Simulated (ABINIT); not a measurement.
The system is Mo.

```
CELL_PARAMETERS angstrom
-1.58381 1.58381 1.58381
1.58381 -1.58381 1.58381
1.58381 1.58381 -1.58381
ATOMIC_POSITIONS crystal
Mo 0.00000 0.00000 0.00000
```

```yaml
Program: ABINIT 10.8.3 (patched build)
Task: single point
Functional: PBEsol
Potentials_or_basis: PseudoDojo NC SR PBEsol v0.4.1 standard
Cutoff: 1088 eV
k_mesh: 12 × 12 × 12
Occupations: fermi-dirac, width 0.05 eV
Spin: no spin polarisation
```

On this cell: pressure -9.4 GPa; band gap on the k mesh none (metal or under the smearing width).

The same run follows on a disturbed copy (cell strained at random at fixed volume):

```
Mo
1.0
    -1.59439    1.59130    1.58454
     1.61239   -1.54306    1.55430
     1.60659    1.55526   -1.53630
Mo
1
Direct
  0.99511 0.97150 0.97202
```

What does the disturbed cell give?

The energy (extrapolated to zero smearing) moves by +12.2 meV/atom; pressure -9.1 GPa; band gap on the k mesh none (metal or under the smearing width).

Stress tensor (GPa, compression positive):
```
-14.39  -0.80  -1.22
 -0.80  -6.93  -3.09
 -1.22  -3.09  -6.03
```
